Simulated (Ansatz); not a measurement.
Crystal: Tl.

```
Tl
1.0
     3.45600    0.00000    0.00000
    -1.72800    2.99298    0.00000
     0.00000    0.00000    5.52500
Tl
2
Direct
  0.66667 0.33333 0.75000
  0.33333 0.66667 0.25000
```

```yaml
Program: Ansatz 0.2.0
Task: relaxation of cell and atoms
Functional: LDA
Potentials_or_basis: all-electron LAPW, scalar-relativistic
Basis_error_allowed: 0.001 eV/atom
k_mesh: 7 × 7 × 4
Occupations: fermi-dirac, width 0.05 eV
Spin: no spin polarisation
```

At the start: volume 28.57 Å³/atom.

Q: Where does the relaxation end?

A: Over 6 steps the energy falls by 10.1 meV/atom and the volume is 27.24 Å³/atom (-4.7 %); space group P6_3/mmc (No. 194, to 0.05 Å).

Step by step:
| step | energy change (eV) | largest force (eV/Å) | volume (Å³) |
| --- | --- | --- | --- |
| 1 | 0.0000 | 0.0000 | 57.15 |
| 2 | -0.0174 | 0.0000 | 54.86 |
| 3 | -0.0200 | 0.0000 | 54.18 |
| 4 | -0.0202 | 0.0000 | 54.46 |
| 5 | -0.0202 | 0.0000 | 54.49 |
| 6 | -0.0202 | 0.0000 | 54.49 |

Final structure:
```
Tl
1.0
     3.36552    0.00000    0.00000
    -1.68276    2.91462    0.00000
     0.00000    0.00000    5.55448
Tl
2
Direct
  0.66667 0.33333 0.75000
  0.33333 0.66667 0.25000
```

The cell as given is a measured one (28.57 Å³/atom); LDA puts the equilibrium volume -4.7 % from it, thermal expansion not counted.

Caveat: the k mesh is thin for a metal, which can move the energy by tens of meV per atom.
